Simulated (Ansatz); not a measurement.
# W under pressure: fit and missing row

W, Im-3m, a = 3.154 Å. Ansatz: PBEsol, PAW, 420 eV, Γ-centred 18×18×18 mesh on 1 atom, Gaussian smearing 0.10 eV; no spin polarisation. Cell and atoms are relaxed at each pressure, and no other structure is tried, so the rows at high pressure may lie past a change of phase.

```
V (Å³/atom) P (GPa)
     13.644    59.99
     14.506    30.00
     15.045    15.00
     15.331     8.00
          ?     3.01
     15.692     0.01
     15.841    -3.00
```

Problem. Take V0 = 15.692 Å³/atom, count pressures from its P0 = 0.01 GPa, fit the third-order Birch–Murnaghan form to the other rows, and predict the missing volume.

Solution. With the Eulerian strain f = ½[(V0/V)^(2/3) − 1] and y = (P − P0)/[3f(1 + 2f)^(5/2)], the form is the line y = B0 + 1.5 B0 (B0′ − 4) f. Rows (f, y): 0.04886, 324.1; 0.02689, 326.1; 0.01423, 327.3; 0.00782, 327.6; -0.00314, 324.6. Means f = 0.01893, y = 325.94; Σ(Δf)² = 0.001592, ΣΔfΔy = -0.04906; the slope is their ratio. y = 326.5 − 30.82 f GPa, so B0 = 326.5 GPa and B0′ = 4 + 2 × (-30.82)/(3 × 326.5) = 3.94. P = 3.01 GPa is met at f = 0.00302 (y = 326.41), so V = V0 (1 + 2f)^(−3/2) = 15.551 Å³/atom. The run gave 15.552 Å³/atom, so the fit is 0.001 Å³/atom too low, within the rms miss on the fitted rows (0.002 Å³/atom).

The mesh isn't the same in all rows (18×18×18, 20×20×20). Spin–orbit coupling is left out, which can shift energies with elements as heavy as these.